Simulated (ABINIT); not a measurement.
Runs of ABINIT 10.8.3 (patched build) on Au. Symmetry: Fm-3m, No. 225, cubic system. Conventional cell: a = 4.070 Å, b = 4.070 Å, c = 4.070 Å, α = 90.00°, β = 90.00°, γ = 90.00°. Au (site symmetry m-3m) is surrounded by 12 Au at 2.88 Å. 

```csv
task,level,potentials or basis,cell,cutoff (eV),fine-grid cutoff,gap on the mesh (eV),pressure (GPa),V0 of scaled cells (Å³/atom),B0 (GPa)
equation of state,r2SCAN,JTH PAW PBE v2.0,as given,653,1251.72 eV,-,-,(b),156
equation of state,PBEsol,PseudoDojo NC SR PBEsol v0.4.1 standard,as given,1034,-,-,-,16.97,176
single point,r2SCAN,SG15 NC PBE v1.2,as given,1143,-,none,6.3,-,-
single point,r2SCAN,"Ansatz PAW PBE default generated set, frozen core",as given,490,979.61 eV,none,(a),-,-
single point,PBEsol,PseudoDojo NC SR PBEsol v0.4.1 standard,as given,1034,-,none,1.2,-,-
single point,PBEsol,PseudoDojo NC SR PBEsol v0.4.1 standard,cell strained at random at fixed volume,1034,-,none,1.4,-,-
single point,r2SCAN,Ansatz NC r2SCAN,as given,1252,-,none,(c),-,-
```

Alike in all rows: no spin polarisation; k mesh 11 × 11 × 11; smearing fermi-dirac 0.05 eV.

Q: Fill in the values left out.

A: (a) 6.8; (b) 17.58; (c) 6.9.

Caveats: pressures at fixed basis lie under the slope of the energies (some runs); the PAW data sets were made with another functional, which shifts forces and pressure a little (some runs); a meta-GGA on norm-conserving files made for a GGA shifts volumes by about 1 % (some runs); the potentials were made for another functional, which shifts forces and pressure (some runs).

A k mesh can miss the band edges, and the runs leave out spin-orbit coupling on Au.

A gap of «none» marks a metal or a gap under the smearing width.
